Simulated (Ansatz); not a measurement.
## Bi2Te3: pressure against volume scale

Free energy against uniform scaling of the volume at fixed shape and fractions; periodic cell, basis, potentials, k mesh and filling as listed. The results are calculated, by Ansatz 0.2.0.

The cell before it is scaled or strained (space group R3m, No. 160):
```
CELL_PARAMETERS angstrom
2.21580 1.27930 9.97970
-2.21580 1.27930 9.97970
0.00000 -2.55860 9.97970
ATOMIC_POSITIONS crystal
Bi 0.18800 0.18800 0.18800
Bi 0.59800 0.59800 0.59800
Te 0.38900 0.38900 0.38900
Te 0.80000 0.80000 0.80000
Te 0.00000 0.00000 0.00000
```

Settings of every row: functional PBE; dispersion none; potentials PAW; wave cutoff 500 eV; density cutoff 2000 eV; k mesh 6x6x6; k shift 0x0x0; occupations fermi dirac; smearing width 0.1 eV; spin none.

Limits: coarse k mesh, up to 40 meV an atom off; no spin-orbit coupling, which can matter with elements this heavy.

```
row  volume scale  V (Å³/atom)  pressure (GPa)  energy above lowest point (meV/atom)
  1        0.9406       31.931            4.76                                  39.4
  2        0.9703       32.939            2.83                                  15.7
  3             1       33.947             1.2                                   3.1
  4        1.0297       34.955               ?                                     ?
  5        1.0594       35.963           -1.35                                   4.9
```

Question: what pressure should row 4 give?

Worked fit of pressure. Take u = (V_r/V)^(2/3) − 1 with V_r = 33.443 Å³ an atom, which is twice the finite (Eulerian) strain; such expansions in the strain, on which the Birch-Murnaghan equation of state is built, carry the rest volume and the bulk modulus. The shown rows have u = 0.03132, 0.01017, -0.00992, -0.04728. Least squares give pressure = 1.982 + 81.41 × u + 231.6 × u² GPa; a straight line predicts inner rows, each left out in turn, worse (root mean square 0.22 against 0.0075 GPa). All shown rows lie on it to the printed digit. The pressure vanishes at u = -0.0263, or V = 34.81 Å³ an atom, and there the bulk modulus at fixed shape and fractions is B = −V dP/dV = (2/3)(1 + u) dP/du = 44.9 GPa. Letting shape and atoms relax would as a rule lower it, by much in layered, chain or molecular crystals. The withheld row has u = -0.02905, so the fit gives 1.982 + 81.41 × (-0.02905) + 231.6 × (-0.02905)² = -0.19 GPa.

The calculation gave -0.18 GPa. The fit lies 0.01 GPa (5.6 % of the value, 0.16 % of the column's range) below it, one unit of the last digit.

The other values of row 4: energy above lowest point 0 meV/atom.
